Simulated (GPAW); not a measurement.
Here is a GPAW 26.7.0 calculation.

run.py

```python
from ase.dft.bandgap import bandgap
from ase.io import read, write
from ase.units import GPa
from gpaw import GPAW, PW

atoms = read('CdS.xyz')

calc = GPAW(mode=PW(600),
            xc='PBE',
            kpts={'size': (7, 7, 4), 'gamma': True},
            occupations={'name': 'methfessel-paxton', 'order': 0, 'width': 0.026000000000000002},
            nbands=31,
            convergence={'density': 1e-05, 'energy': 1e-05},
            maxiter=150,
            txt='gpaw.txt')
atoms.calc = calc
energy = atoms.get_potential_energy()
forces = atoms.get_forces()
stress = atoms.get_stress()
calc.write('gs.gpw')
write('result.traj', atoms)
print(f'Energy: {energy:.6f} eV')
print('Forces (eV/A):')
print(forces.round(4))
print('Stress (GPa):', (stress / GPa).round(3))
print('Fermi level:', round(calc.get_fermi_level(), 4), 'eV')
print(f'Gap: {bandgap(calc)[0]:.4f} eV, direct: {bandgap(calc, direct=True)[0]:.4f} eV')
```

Contents of CdS.xyz:

```xyz
4
Lattice="4.1500000000 0.0000000000 0.0000000000 -2.0750000000 3.5940054257 0.0000000000 0.0000000000 0.0000000000 6.7370000000" Properties=species:S:1:pos:R:3 pbc="T T T"
Cd     2.0750000002      1.1980018084      3.3685000000
Cd    -0.0000000002      2.3960036173      0.0000000000
S      2.0750000002      1.1980018084      5.8948750000
S     -0.0000000002      2.3960036173      2.5263750000
```

Potentials or basis: GPAW PAW data sets (gpaw-data 1.2.1), pw.

Launch:

```bash
$ OMP_NUM_THREADS=1 python run.py
```

Question: What does it give for the pressure?

Answer: 1.8 GPa.

Question: What does it give for the band gap on the k mesh?

Answer: 1.18 eV, direct.

Stress tensor (GPa, compression positive):
```
1.61 0.00 0.00
0.00 1.61 0.00
0.00 0.00 2.25
```

**The experiment to reproduce.**

“Isotope dependence of band-gap energy”, 2008, arxiv:0807.2152 quotes, for a bulk crystal of CdS: band gap 2.5809 ± 0.0002 eV.

Measured gap of CdS: 2.5809 eV (quoted in “Isotope dependence of band-gap energy”, 2008, arxiv:0807.2152). This calculation gives 1.18 eV (-1.40 eV). So large a miss can be the level of theory's own, or it may mean another phase, state or a wrong row. Spin-orbit coupling on Cd is left out. The value is that of PBE, without temperature or zero-point motion. Semilocal functionals fall short of measured gaps as a rule.
